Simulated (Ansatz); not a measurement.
SiNi (Pnma)

Level of theory: DFT PBE, scalar-relativistic, plane waves, PAW (Ansatz 0.2.0).

Plane waves to 420 eV, a k mesh through Γ of 8×10×6 on the computed 8-atom cell and Gaussian smearing (0.10 eV); no spin polarisation.

The structure is relaxed at this level of theory with its symmetry kept.

```
Si Ni
1.0
     5.15409    0.00000    0.00000
     0.00000    3.37549    0.00000
     0.00000    0.00000    5.61971
Si Ni
4 4
Cartesian
  1.6557 2.5316 0.4725
  0.9213 0.8439 3.2824
  4.2328 2.5316 2.3374
  3.4984 0.8439 5.1472
  0.0424 0.8439 1.0592
  2.5347 2.5316 3.8691
  2.6194 0.8439 1.7506
  5.1117 2.5316 4.5605
```

* Space group: Pnma (No. 62)
* Volume per atom: 82.5 bohr³
* Formation energy from the elements' standard states (uncorrected): -0.505 eV/atom
* Kohn–Sham band gap: none (metal)
* Density of states at the Fermi level: 2.42 states/eV per cell
* Löwdin character within 0.5 eV of the Fermi level: Ni 3d 48 %, Si 3p 36 %, Si 3s 10 %
* Bulk modulus: 165 GPa
* Its pressure derivative: 4.3
* Bader charges (e): Si (4 in the cell) 0.44, Ni (4 in the cell) -0.44

A ferromagnetic start lost its moments in a first run, so spin was left out; other magnetic orders weren't tried.